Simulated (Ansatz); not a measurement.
Compressing Ti: a fit and a missing row

Ti, P6_3/mmc, a = 2.935 Å, c = 4.638 Å. Ansatz: r2SCAN, PAW, 500 eV, Γ-centred 18×18×10 mesh on 2 atoms, Gaussian smearing 0.10 eV; no spin polarisation. Shape and atoms are relaxed at each volume; pressure is positive in compression.

```
V (Å³/atom) P (GPa)
     15.226    18.67
     15.745    13.01
     16.264        ?
     16.783     3.76
     17.302     0.00
     17.822    -3.28
     18.341    -6.16
     19.033    -9.44
```

Question: Take V0 = 17.302 Å³/atom, fit the third-order Birch–Murnaghan form to the other rows, and predict the missing pressure.

Answer: With the Eulerian strain f = ½[(V0/V)^(2/3) − 1] and y = P/[3f(1 + 2f)^(5/2)], the form is the line y = B0 + 1.5 B0 (B0′ − 4) f. Rows (f, y): 0.04447, 113.1; 0.03244, 114.2; 0.01026, 116.1; -0.00977, 117.6; -0.01907, 118.7; -0.03079, 119.8. Means f = 0.004590, y = 116.58; Σ(Δf)² = 0.004416, ΣΔfΔy = -0.3865; the slope is their ratio. y = 117.0 − 87.53 f GPa, so B0 = 117.0 GPa and B0′ = 4 + 2 × (-87.53)/(3 × 117.0) = 3.50. At V = 16.264, f = 0.02105, y = 115.16 and P = 8.06 GPa. The run gave 8.07 GPa, so the fit is 0.01 GPa too low, within twice the rms miss on the fitted rows (0.006 GPa).